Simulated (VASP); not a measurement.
# GaN: single point with PBEsol

The system is GaN, a slab with vacuum.

```xyz
20
Lattice="3.1802 0.0000 0.0000 0.0000 5.1832 0.0000 0.0000 0.0000 26.9347" Properties=species:S:1:pos:R:3 pbc="T T T"
Ga    3.1802    0.0039    7.5000
Ga    1.5901    2.5955    8.4181
Ga    1.5901    0.0039   10.2542
Ga    0.0000    2.5955   11.1722
Ga    3.1802    0.0039   13.0083
Ga    1.5901    2.5955   13.9264
Ga    1.5901    0.0039   15.7625
Ga    0.0000    2.5955   16.6805
Ga    3.1802    0.0039   18.5166
Ga    1.5901    2.5955   19.4347
N     3.1802    3.2356    7.5000
N     1.5901    0.6440    8.4181
N     1.5901    3.2356   10.2542
N     0.0000    0.6440   11.1722
N     3.1802    3.2356   13.0083
N     1.5901    0.6440   13.9264
N     1.5901    3.2356   15.7625
N     0.0000    0.6440   16.6805
N     3.1802    3.2356   18.5166
N     1.5901    0.6440   19.4347
```

```yaml
Program: VASP 6.6.1
Task: single point
Functional: PBEsol
Potentials_or_basis: VASP PAW PBE potentials, release 64 (Ga_d, N)
Cutoff: 520 eV
k_mesh: 8 × 5 × 1
Occupations: gaussian, width 0.03 eV
Spin: no spin polarisation
```

```
Largest force                          : 2.609 eV/Å
Band gap on the k mesh                 : 0.59 eV, direct
Ionisation potential of the upper face : 5.15 eV
```

Forces in eV/Å, atoms in the order of the input:
```
Ga   0.000 -2.102  1.545
Ga   0.000  1.190 -1.503
Ga   0.000 -0.513  0.241
Ga   0.000  0.210 -0.158
Ga   0.000 -0.041  0.081
Ga   0.000 -0.041 -0.081
Ga   0.000  0.210  0.158
Ga   0.000 -0.513 -0.241
Ga   0.000  1.190  1.503
Ga   0.000 -2.102 -1.545
N    0.000  0.742  0.417
N    0.000  0.521 -1.066
N    0.000 -0.036  0.596
N    0.000  0.028 -0.229
N    0.000  0.000  0.155
N    0.000  0.000 -0.155
N    0.000  0.028  0.229
N    0.000 -0.036 -0.596
N    0.000  0.521  1.066
N    0.000  0.742 -0.417
```

Levels at points of the mesh, in eV from the valence-band top:
```tsv
k point	band 86	band 87	band 88	band 89	band 90	band 91	band 92	band 93	band 94	band 95
(0.00, 0.00, 0.00)	-0.72	-0.28	-0.24	-0.02	0.00	0.59	1.04	2.54	3.62	4.16
(0.50, 0.00, 0.00)	-2.26	-1.68	-1.68	-0.50	-0.50	1.91	1.91	4.75	4.75	5.19
```

Core levels (eV, on the scale of the bands):
| atom | levels |
| --- | --- |
| 1 Ga | 1s -10223.3, 2s -1256.6, 2p -1093.1, 3s -142.7, 3p -93.5 |
| 2 Ga | 1s -10221.9, 2s -1255.3, 2p -1091.8, 3s -141.5, 3p -92.3 |
| 3 Ga | 1s -10222.7, 2s -1256.1, 2p -1092.5, 3s -142.3, 3p -93.0 |
| 4 Ga | 1s -10222.4, 2s -1255.8, 2p -1092.3, 3s -142.1, 3p -92.8 |
| 5 Ga | 1s -10222.5, 2s -1256.0, 2p -1092.4, 3s -142.2, 3p -92.9 |
| 6 Ga | 1s -10222.5, 2s -1256.0, 2p -1092.4, 3s -142.2, 3p -92.9 |

Run time: 7.9 min on 8 MPI ranks on AMD EPYC 7R43 64-Core Processor (Zen 3) (shared host), peak memory 0.22 GiB a rank.

Caveat: the PAW data sets were made with another functional, which shifts forces and pressure a little.
